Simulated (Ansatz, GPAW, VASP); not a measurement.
## One calculation of In, 4 ways

```xyz
1
Lattice="-1.6255 1.6255 2.4737 1.6255 -1.6255 2.4737 1.6255 1.6255 -2.4737" Properties=species:S:1:pos:R:3 pbc="T T T"
In    0.0000    0.0000    0.0000
```

Alike in all runs: task single point; functional PBE; k mesh 11 × 11 × 11; occupations gaussian, width 0.05 eV; no spin polarisation; no spin-orbit coupling. Pressure is positive in compression and, in plane waves, holds the error of the finite cutoff, which Ansatz's Pulay term estimates and takes out.

```tsv
program and potentials	plane-wave cutoff (eV)	notes	pressure (GPa)
Ansatz, Ansatz PAW	420	Pulay term of +0.04 GPa included	2.01
VASP, PBE PAW files In_d, release 54, 520 eV	520	-	?
Ansatz, all-electron LAPW, scalar-relativistic	-	-	2.01
GPAW, GPAW PAW data sets (gpaw-data 1.2.1)	600	-	1.65
```

Q: Estimate from the other rows what the run with VASP, PBE PAW files In_d, release 54, 520 eV gave.

A: Pressure 1.93 GPa. The other rows, which needn't bracket it: pressure 1.65 to 2.01.
